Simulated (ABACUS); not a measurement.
Runs of ABACUS 3.10.1 on GaN. The structure is cubic, space group F-43m (No. 216). Conventional cell: a = 4.507 Å, b = 4.507 Å, c = 4.507 Å, α = 90.00°, β = 90.00°, γ = 90.00°. Around Ga (site symmetry -43m) lie 4 N at 1.95 Å. N (site symmetry -43m) has 4 Ga at 1.95 Å as nearest neighbours. The cell is a database's computed one.

```tsv
task	potentials or basis	cell	k mesh	cutoff (eV)	max steps of the relaxation	force threshold	optimiser	stress threshold	SCF threshold on the density	gap on the mesh (eV)	pressure (GPa)	relaxed volume (Å³/atom)
relaxation of cell and atoms	SG15 ONCV 1.2 PBE, DZP LCAO (the cutoffs set its grid)	relaxed	9 × 9 × 9	1361	60	0.005 eV/Å	cg	1 kbar	1e-07	-	0.0	(b)
single point	Ansatz NC PBE, plane waves	as given	8 × 8 × 8	1252	-	-	-	-	1e-08	(a)	5.3	-
relaxation of cell and atoms	Ansatz NC PBE, plane waves	relaxed	8 × 8 × 8	1252	60	0.005 eV/Å	cg	0.2 kbar	1e-08	1.55	0.0	11.78
single point	SG15 ONCV 1.2 PBE, DZP LCAO (the cutoffs set its grid)	as given	9 × 9 × 9	1361	-	-	-	-	1e-07	2.05	7.7	-
```

Alike in all rows: level PBE; no spin polarisation; smearing fermi-dirac 0.05 eV.

Problem. Estimate the missing entries.

Solution. (a) 1.74; (b) 11.95.

Caveats: the atomic orbitals were generated for these runs and aren't a published set (some runs); the basis of atomic orbitals isn't converged, which shifts pressures, moduli and gaps (some runs).

A k mesh can miss the band edges, and the runs leave out spin-orbit coupling on Ga.
